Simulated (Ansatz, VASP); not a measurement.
One calculation of CdSe (Cadmoselite), two programs

INCAR

```
SYSTEM = CdSe
PREC = Accurate ; ENCUT = 520
EDIFF = 1E-6 ; ISMEAR = 0
SIGMA = 0.02 ; LREAL = .FALSE.
LASPH = .TRUE. ; NELM = 60
ALGO = Normal ; ISIF = 2
LWAVE = .FALSE. ; LCHARG = .FALSE.
GGA = PE ; LOPTICS = .TRUE.
NBANDS = 50 ; NEDOS = 1000
CSHIFT = 0.1
```

File KPOINTS:

```
regular mesh
0
G
  7 7 4
  0 0 0
```

The input POSCAR:

```
CdSe
1.0
    4.3000000000      0.0000000000      0.0000000000
   -2.1500000000      3.7239092363      0.0000000000
    0.0000000000      0.0000000000      7.0200000000
Cd Se
2 2
Direct
    0.6666666667      0.3333333333      0.5000000000
    0.3333333333      0.6666666667      0.0000000000
    0.6666666667      0.3333333333      0.8850000000
    0.3333333333      0.6666666667      0.3850000000
```

input.yaml

```yaml
crystal:
  lattice:
    - [4.3, 0.0, 0.0]
    - [-2.15, 3.7239092363, 0.0]
    - [0.0, 0.0, 7.02]
  atoms:
    - { symbol: Cd, position: [0.6666666667, 0.3333333333, 0.5] }
    - { symbol: Cd, position: [0.3333333333, 0.6666666667, 0.0] }
    - { symbol: Se, position: [0.6666666667, 0.3333333333, 0.885] }
    - { symbol: Se, position: [0.3333333333, 0.6666666667, 0.385] }
hamiltonian:
  xc: pbe
  pseudopotentials: { kind: paw }
kpoints:
  mp_grid: { grid: [7, 7, 4] }
scf:
  occupations: { method: gaussian, width: 0.02 }
output:
  forces: true
  stress: true
  eigenvalues: true
```

Alike in both runs: functional PBE; k mesh 7 × 7 × 4; occupations gaussian, width 0.02 eV; no spin polarisation.

|  | VASP | Ansatz |
| --- | --- | --- |
| version | VASP 6.6.1 | Ansatz 0.2.0 |
| potentials or method | VASP PAW PBE potentials, release 64 (Cd, Se) | Ansatz PAW |
| plane-wave cutoff (eV) | 520 | 420 |
| valence electrons in the cell | 36 | 72 |
| task | optical spectrum | single point |

Ansatz gave:

* gap on the k mesh at the Fermi level (eV): 0.70
* least direct gap on the mesh (eV): 0.70
* pressure (GPa): 3.0
* largest component of the traceless stress (GPa): 1.35
* rms of the force components (eV/Å): 0.163

**Question.** Which values does VASP return?

**Answer.** gap on the k mesh at the Fermi level (eV): 0.70; least direct gap on the mesh (eV): 0.70; pressure (GPa): 3.3; largest component of the traceless stress (GPa): 1.40; rms of the force components (eV/Å): 0.168.

Atom by atom the forces differ by 0.006 eV/Å (rms over components). The two sets of potentials don't hold the same shells in valence.

Caveats: spectra need much finer meshes, so this one isn't converged (VASP); independent-particle spectra lack excitons (VASP); odd divisions of the mesh miss points on the zone boundary, where band edges often lie, so the gap on the mesh can be too wide (Ansatz).
